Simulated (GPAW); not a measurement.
Here is a GPAW 26.7.0 calculation.

Contents of run.py:

```python
from ase.dft.bandgap import bandgap
from ase.io import read, write
from ase.units import GPa
from gpaw import GPAW, PW

atoms = read('ZnS.cif')

calc = GPAW(mode=PW(800),
            xc='LDA',
            kpts={'size': (6, 6, 3), 'gamma': True},
            occupations={'name': 'fermi-dirac', 'width': 0.05},
            setups='hgh',
            nbands=-13,
            convergence={'density': 1e-05, 'energy': 1e-05},
            maxiter=150,
            txt='gpaw.txt')
atoms.calc = calc
energy = atoms.get_potential_energy()
forces = atoms.get_forces()
stress = atoms.get_stress()
calc.write('gs.gpw')
write('result.traj', atoms)
print(f'Energy: {energy:.6f} eV')
print('Forces (eV/A):')
print(forces.round(4))
print('Stress (GPa):', (stress / GPa).round(3))
print('Fermi level:', round(calc.get_fermi_level(), 4), 'eV')
print(f'Gap: {bandgap(calc)[0]:.4f} eV, direct: {bandgap(calc, direct=True)[0]:.4f} eV')

path = atoms.cell.bandpath('GMKGALHA,LM,KH', npoints=80, eps=1e-4)
bs_calc = calc.fixed_density(kpts=path, symmetry='off', nbands=-26,
                             convergence={'bands': 'CBM+6.0', 'eigenstates': 1e-6}, txt='bands.txt')
bs = bs_calc.band_structure()
bs.write('bs.json')
print(f'Gap on the path: {bandgap(bs_calc)[0]:.4f} eV')
```

ZnS.cif

```cif
data_ZnS
_cell_length_a 3.81100000
_cell_length_b 3.81100000
_cell_length_c 6.23400000
_cell_angle_alpha 90.00000000
_cell_angle_beta 90.00000000
_cell_angle_gamma 120.00000000
_space_group_name_H-M_alt 'P6_3mc'
_space_group_name_Hall 'P 6c -2c'
_space_group_IT_number 186
loop_
_space_group_symop_operation_xyz
'x,y,z'
'x-y,x,z+1/2'
'-y,x-y,z'
'-x,-y,z+1/2'
'-x+y,-x,z'
'y,-x+y,z+1/2'
'y,x,z+1/2'
'x,x-y,z'
'x-y,-y,z+1/2'
'-y,-x,z'
'-x,-x+y,z+1/2'
'-x+y,y,z'
loop_
_atom_site_label
_atom_site_type_symbol
_atom_site_symmetry_multiplicity
_atom_site_Wyckoff_symbol
_atom_site_fract_x
_atom_site_fract_y
_atom_site_fract_z
_atom_site_occupancy
Zn1 Zn 2 b 0.6666666667 0.3333333333 0.5000000000 1
S1 S 2 b 0.6666666667 0.3333333333 0.8850000000 1
```

Potentials or basis: HGH pseudopotentials, pw.

Run with:

```console
$ OMP_NUM_THREADS=1 python run.py
```

Question: What does it give for the pressure?

Answer: -15.7 GPa.

Question: Predict the band gap on the k mesh.

Answer: 2.69 eV, direct.

Question: What does it give for the band gap along the path?

Answer: 2.69 eV, direct.

Levels at the corners of the path, in eV from the valence-band top:
| point | band 4 | band 5 | band 6 | band 7 | band 8 | band 9 | band 10 | band 11 | band 12 | band 13 |
| --- | --- | --- | --- | --- | --- | --- | --- | --- | --- | --- |
| Γ | -0.89 | -0.89 | -0.15 | -0.15 | 0.00 | 2.69 | 3.33 | 6.66 | 6.66 | 7.01 |
| M | -4.13 | -2.95 | -2.05 | -1.49 | -0.92 | 3.77 | 4.67 | 5.32 | 7.38 | 7.91 |
| K | -4.15 | -3.68 | -2.19 | -2.09 | -2.09 | 4.60 | 6.53 | 6.53 | 7.83 | 8.14 |
| Γ | -0.89 | -0.89 | -0.15 | -0.15 | 0.00 | 2.69 | 3.33 | 6.66 | 6.66 | 7.01 |
| A | -2.88 | -0.54 | -0.54 | -0.54 | -0.54 | 3.94 | 3.94 | 7.06 | 7.06 | 7.06 |
| L | -4.87 | -1.54 | -1.54 | -1.39 | -1.39 | 3.84 | 3.84 | 5.36 | 5.36 | 9.30 |
| H | -4.61 | -3.05 | -3.05 | -1.07 | -1.07 | 4.82 | 4.82 | 6.63 | 6.63 | 7.87 |
| A | -2.88 | -0.54 | -0.54 | -0.54 | -0.54 | 3.94 | 3.94 | 7.06 | 7.06 | 7.06 |
| L | -4.87 | -1.54 | -1.54 | -1.39 | -1.39 | 3.84 | 3.84 | 5.36 | 5.36 | 9.30 |
| M | -4.13 | -2.95 | -2.05 | -1.49 | -0.92 | 3.77 | 4.67 | 5.32 | 7.38 | 7.91 |
| K | -4.15 | -3.68 | -2.19 | -2.09 | -2.09 | 4.60 | 6.53 | 6.53 | 7.83 | 8.14 |
| H | -4.61 | -3.05 | -3.05 | -1.07 | -1.07 | 4.82 | 4.82 | 6.63 | 6.63 | 7.87 |

Caveat: so large a pressure means that the cell lies far from this level's equilibrium, or that cutoff or potentials fall short; HGH potentials are hard and often keep d shells in the core, so these values are rough.
